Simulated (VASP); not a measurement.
# Sb (P2_1/m) in VASP: notebook

The runs below take Sb through optical spectrum, density of states, electric field gradients, with PBE.

Program: VASP 6.6.1. These are calculated values, not measurements. Logs are shortened: lines on timing, memory, paths and dates and some standing lists are left out, and cuts for length are marked.

### 1 The structure

It takes space group P2_1/m (No. 11, monoclinic). Conventional cell: a = 3.122 Å, b = 4.348 Å, c = 4.406 Å, α = 90.00°, β = 90.51°, γ = 90.00°. Sb (site symmetry m) has 6 Sb at 3.04 to 3.15 Å as nearest neighbours.

This isn't the form of Sb at room conditions, which is rhombohedral.

### 2 Optical spectrum, PBE

Input file INCAR:

```
PREC     = Accurate       # precision mode
ENCUT    = 520            # plane-wave cutoff, eV
EDIFF    = 1E-7           # SCF threshold, eV
ISMEAR   = 0              # smearing method
SIGMA    = 0.02           # smearing width, eV
LREAL    = F              # projectors in reciprocal space
LASPH    = T              # aspherical terms in the spheres
NELM     = 60             # most SCF steps
ALGO     = Fast           # electronic algorithm
ISIF     = 2              # what is computed and relaxed
LWAVE    = F              # write WAVECAR
LCHARG   = F              # write CHGCAR
GGA      = PE             # functional
LOPTICS  = T              # frequency-dependent dielectric function
NBANDS   = 37             # bands
NEDOS    = 2000           # points of the DOS
CSHIFT   = 0.1
```

Input file KPOINTS:

```
Automatic mesh
0
Gamma
  9 6 6
```

Input file POSCAR:

```
Sb
1.0
    3.1224020000      0.0000000000      0.0000000000
    0.0000000000      4.3475180000      0.0000000000
   -0.0389150000      0.0000000000      4.4058520000
Sb
2
Direct
    0.0113890000      0.2500000000      0.2411660000
    0.9886110000      0.7500000000      0.7588340000
```

Potentials or basis: VASP PAW PBE potentials, release 64 (Sb).

Run with:

```
$ cat potpaw_PBE.64/Sb/POTCAR > POTCAR
$ mpirun -np 1 vasp_std > vasp.out
```

OUTCAR:

```text
PREC = Accurate
   ENCUT = 520
   EDIFF = 1E-7
   ISMEAR = 0
   LREAL = F
   LASPH = T
   NELM = 60
   ISIF = 2
   GGA = PE

 ion  position               nearest neighbor table
   1  0.011  0.250  0.241-   2 3.04   2 3.04   2 3.15   2 3.15
   2  0.989  0.750  0.759-   1 3.04   1 3.04   1 3.15   1 3.15

  LATTYP: Found a simple monoclinic cell.
 ALAT       =     3.1224020000
 B/A-ratio  =     1.3923633152
 C/A-ratio  =     1.4111007668
 COS(beta)  =    -0.0088322263

  Lattice vectors:

 A1 = (   3.1224020000,   0.0000000000,   0.0000000000)
 A2 = (   0.0000000000,   4.3475180000,   0.0000000000)
 A3 = (  -0.0389150000,   0.0000000000,   4.4058520000)

Analysis of symmetry for initial positions (statically):
=====================================================================
 Subroutine PRICEL returns:
 Original cell was already a primitive cell.

 Routine SETGRP: Setting up the symmetry group for a
 simple monoclinic supercell.

 Subroutine GETGRP returns: Found  4 space group operations
 (whereof  2 operations were pure point group operations)
 out of a pool of  4 trial point group operations.

The static configuration has the point symmetry S_2 .
 The point group associated with its full space group is C_2h.

Analysis of symmetry for dynamics (positions and initial velocities):
=====================================================================
 Subroutine PRICEL returns:
 Original cell was already a primitive cell.

 Routine SETGRP: Setting up the symmetry group for a
 simple monoclinic supercell.

 Subroutine GETGRP returns: Found  4 space group operations
 (whereof  2 operations were pure point group operations)
 out of a pool of  4 trial point group operations.

The dynamic configuration has the point symmetry S_2 .
 The point group associated with its full space group is C_2h.

 Subroutine INISYM returns: Found  4 space group operations
 (whereof  2 operations are pure point group operations),
 and found     1 'primitive' translations

----------------------------------------------------------------------------------------

                                     Primitive cell

  volume of cell :      59.8081

  direct lattice vectors                    reciprocal lattice vectors
     3.122402000  0.000000000  0.000000000     0.320266257  0.000000000  0.002828774
     0.000000000  4.347518000  0.000000000     0.000000000  0.230016299  0.000000000
    -0.038915000  0.000000000  4.405852000     0.000000000  0.000000000  0.226970856

  length of vectors
     3.122402000  4.347518000  4.406023856     0.320278749  0.230016299  0.226970856

  position of ions in fractional coordinates (direct lattice)
     0.011389000  0.250000000  0.241166000
     0.988611000  0.750000000  0.758834000

  ion indices of the primitive-cell ions
   primitive index   ion index
                 1           1
                 2           2

----------------------------------------------------------------------------------------

 KPOINTS: Automatic mesh

Automatic generation of k-mesh.
 Grid dimensions read from file:
 generate k-points for:    9    6    6

 Generating k-lattice:

  Cartesian coordinates                     Fractional coordinates (reciprocal lattice)
     0.035585140  0.000000000  0.000314308     0.111111111  0.000000000  0.000000000
     0.000000000  0.038336050  0.000000000     0.000000000  0.166666667  0.000000000
[... 82 lines left out ...]
   LORBIT       =      0    0 simple, 1 ext, 2 COOP (PROOUT), +10 PAW based schemes
   GGA     = PE    functional components
   LHFCALC =     F    Hartree Fock is set to
   AEXX    =    0.0000 exact exchange contribution
   IVDW    =     0    specifies the selected vdW correction
   LEPSILON=     F    determine dielectric tensor
   LRPA    =     F    only Hartree local field effects (RPA)
 non-spin polarized calculation
 RMM-DIIS sequential band-by-band and
 Gauss-broadening in eV      SIGMA  =   0.02
  energy-cutoff  :      520.00
  volume of cell :       59.81
 maximum number of plane-waves:      1642
   NGX = 11   NGY = 17   NGZ = 17

 number of electron      10.0000000 magnetization

 number of electron       9.9999999 magnetization

 Free energy of the ion-electron system (eV)
  ---------------------------------------------------
  ext. energy  EPLUGINS =         0.00000000
  ---------------------------------------------------
  free energy    TOTEN  =        -8.16308102 eV

  energy without entropy =       -8.16261676  energy(sigma->0) =       -8.16284889

 E-fermi :   7.2570     XC(G=0):  -9.6149

 val. band max:        7.2539281134   @ k =  -0.1111   0.3333   0.1667
 cond. band min:       7.2573581386   @ k =  -0.3333   0.0000   0.1667
 fundamental gap:      0.0034300252
 Fermi energy:         7.2570155905

 k-point     1 :       0.0000    0.0000    0.0000
  band No.  band energies     occupation
      1      -5.2752      2.00000
      2      -0.2122      2.00000
      3       3.5311      2.00000
      4       3.6627      2.00000
      5       9.2355      0.00000
      6      10.1970      0.00000
[... 457 lines left out ...]
      4       5.1655      2.00000
      5       5.3612      2.00000
      6       7.3234      0.00000
[... 9 lines left out ...]
     16      19.0826      0.00000
     17      22.1772      0.00000

 [... further k-points ...]

 [bands above 17 left out]

------------------------ aborting loop because EDIFF is reached ----------------------------------------

  FORCE on cell =-STRESS in cart. coord.  units (eV):
  Direction    XX          YY          ZZ          XY          YZ          ZX
  --------------------------------------------------------------------------------------
  -------------------------------------------------------------------------------------
  Total        0.2136063     -0.0119158      0.1937273      0.0000000      0.0000000      0.0054008
  in kB        5.7222197     -0.3192085      5.1896878      0.0000000      0.0000000      0.1446799
  external PRESSURE =       3.5308997 kB  Pullay stress =       0.0000000 kB

 VOLUME and BASIS-vectors are now :
 -----------------------------------------------------------------------------
  energy-cutoff  :      520.00
  volume of cell :       59.81
      direct lattice vectors                 reciprocal lattice vectors
     3.122402000  0.000000000  0.000000000     0.320266257  0.000000000  0.002828774
     0.000000000  4.347518000  0.000000000     0.000000000  0.230016299  0.000000000
    -0.038915000  0.000000000  4.405852000     0.000000000  0.000000000  0.226970856

 POSITION                                       TOTAL-FORCE (eV/Angst)
 -----------------------------------------------------------------------------------
      0.02618      1.08688      1.06254        -0.028402     -0.000000      0.054248
      3.05731      3.26064      3.34331         0.028402      0.000000     -0.054248
 -----------------------------------------------------------------------------------
    total drift:                               -0.000000      0.000000      0.000000

  FREE ENERGIE OF THE ION-ELECTRON SYSTEM (eV)
  ---------------------------------------------------
  free  energy   TOTEN  =        -8.1630810244 eV

  energy  without entropy=       -8.1626167570  energy(sigma->0) =       -8.16284889

 electrical conductivity sigma (Mega S m-1) (frequency dependency in vasprun.xml)
  --------------------------------------------------------------------------------------
       0.219       0.000      -0.084
       0.000       0.426       0.000
      -0.084       0.000       0.884

  frequency dependent IMAGINARY DIELECTRIC FUNCTION (independent particle, no local field effects) density-density
     E(ev)      X         Y         Z        XY        YZ        ZX
  --------------------------------------------------------------------------------------------------------------
     0.00000     0.00000     0.00000     0.00000     0.00000     0.00000     0.00000
     0.49253    15.93053    15.52053    46.87756     0.00000     0.00000    -0.88500
     0.98506    51.96094    80.99853    52.27233     0.00000     0.00000     4.84975
     1.47759     4.36269     8.71812     8.07332     0.00000     0.00000    -0.14154
     1.97012     3.70983     6.44190     7.10006     0.00000     0.00000     0.09586
     2.46265     2.57114     2.60957     2.79202     0.00000     0.00000    -0.00342
[... 92 lines left out ...]
    48.26799     0.00026     0.00028     0.00027     0.00000     0.00000     0.00000
    48.76052     0.00025     0.00027     0.00027     0.00000     0.00000     0.00000

  frequency dependent      REAL DIELECTRIC FUNCTION (independent particle, no local field effects) density-density
     E(ev)        X           Y           Z          XY          YZ          ZX
  --------------------------------------------------------------------------------------------------------------
     0.00000    47.07788    54.27630    67.78670     0.00000     0.00000    -1.34176
     0.49253    68.73637    76.88700    99.89069     0.00000     0.00000    -2.35669
     0.98506   -59.21773   -72.18793   -67.42254     0.00000     0.00000     0.07615
     1.47759   -14.89608   -16.75673   -18.94041     0.00000     0.00000     0.03693
     1.97012    -5.56421   -10.07904   -10.21732     0.00000     0.00000     0.15607
     2.46265    -1.93337    -4.78188    -4.34958     0.00000     0.00000     0.44183
[... 92 lines left out ...]
    48.26799     0.94006     0.93679     0.93683     0.00000     0.00000    -0.00027
    48.76052     0.94133     0.93812     0.93816     0.00000     0.00000    -0.00026

  frequency dependent IMAGINARY DIELECTRIC FUNCTION (independent particle, no local field effects) current-current
     E(ev)      X         Y         Z        XY        YZ        ZX
  --------------------------------------------------------------------------------------------------------------
     0.00000   370.13138   428.34754   534.98017     0.00000     0.00000   -10.70707
     0.49253    42.92728    45.83412    85.53106     0.00000     0.00000    -1.81384
     0.98506    39.00625    64.98180    37.65898     0.00000     0.00000     4.78742
     1.47759     2.18752     6.27799     5.33144     0.00000     0.00000    -0.13591
     1.97012     3.03157     5.29593     5.93731     0.00000     0.00000     0.11116
     2.46265     2.32905     2.13547     2.35333     0.00000     0.00000     0.03332
[... 92 lines left out ...]
    48.26799     0.00001     0.00001     0.00001     0.00000     0.00000     0.00000
    48.76052     0.00001     0.00001     0.00001     0.00000     0.00000     0.00000

  frequency dependent      REAL DIELECTRIC FUNCTION (independent particle, no local field effects) current-current
     E(ev)        X           Y           Z          XY          YZ          ZX
  --------------------------------------------------------------------------------------------------------------
     0.00000    43.92484    50.92519    62.09032     0.00000     0.00000    -1.19593
     0.49253    61.50200    69.78892    79.49419     0.00000     0.00000    -1.96132
     0.98506   -68.62033   -87.32363   -76.55404     0.00000     0.00000    -0.94379
     1.47759   -15.19572   -17.60273   -19.62531     0.00000     0.00000     0.05002
     1.97012    -5.80892   -10.57135   -10.74289     0.00000     0.00000     0.14198
     2.46265    -2.06313    -4.89836    -4.45909     0.00000     0.00000     0.43942
[... 92 lines left out ...]
    48.26799     0.94025     0.93701     0.93711     0.00000     0.00000    -0.00027
    48.76052     0.94152     0.93834     0.93844     0.00000     0.00000    -0.00027
```

Run time: 85 s. Hardware: 1 thread of Intel Xeon Platinum 8488C (Sapphire Rapids), shared host; peak memory 0.36 GiB.

Results:

```
Free energy            : -8.1631 eV
Pressure               : 0.4 GPa
Largest force          : 0.061 eV/Å
Band gap on the k mesh : none (metal or under the smearing width)
```

Forces on the atoms (eV/Å):
```
Sb  -0.028  0.000  0.054
Sb   0.028  0.000 -0.054
```

Levels at points of the mesh, in eV from the Fermi level:
| k point | band 2 | band 3 | band 4 | band 5 | band 6 | band 7 | band 8 | band 9 |
| --- | --- | --- | --- | --- | --- | --- | --- | --- |
| (0.00, 0.00, 0.00) | -7.47 | -3.73 | -3.59 | 1.98 | 2.94 | 3.17 | 3.30 | 6.54 |
| (0.00, 0.50, 0.00) | -10.74 | -1.58 | -1.58 | -1.00 | -1.00 | 4.62 | 4.62 | 8.02 |
| (0.00, 0.00, 0.50) | -10.55 | -1.68 | -1.15 | -1.02 | -0.87 | 4.41 | 4.79 | 7.69 |
| (0.00, 0.50, 0.50) | -10.09 | -5.71 | -5.71 | 4.96 | 4.96 | 5.22 | 5.22 | 8.81 |

Dielectric function (mean over the directions given):
```csv
energy (eV),real part,imaginary part
0.30,64.27,7.03
0.89,-52.54,128.25
1.58,-13.28,6.57
2.27,-5.27,2.40
2.96,-2.14,1.55
3.64,0.29,0.51
4.33,2.53,0.64
5.02,5.17,3.29
5.71,2.92,8.28
6.40,-2.86,5.42
6.99,-1.03,2.06
7.68,-0.53,3.01
8.37,-1.77,1.82
9.06,-0.51,0.63
9.75,0.02,1.21
10.44,-0.68,0.82
11.13,-0.33,0.31
11.82,0.07,0.62
12.51,-0.17,0.36
13.20,0.31,0.39
13.79,0.18,0.30
14.48,0.08,0.44
15.17,0.30,0.20
15.86,0.28,0.19
16.55,0.35,0.14
17.24,0.39,0.05
17.93,0.48,0.03
18.62,0.57,0.05
19.31,0.58,0.06
20.00,0.59,0.04
```

Caveat: spectra need much finer meshes, so this one isn't converged; independent-particle spectra lack excitons; the intraband (Drude) part of a metal's response may be missing.

[end of part 1 of 2]
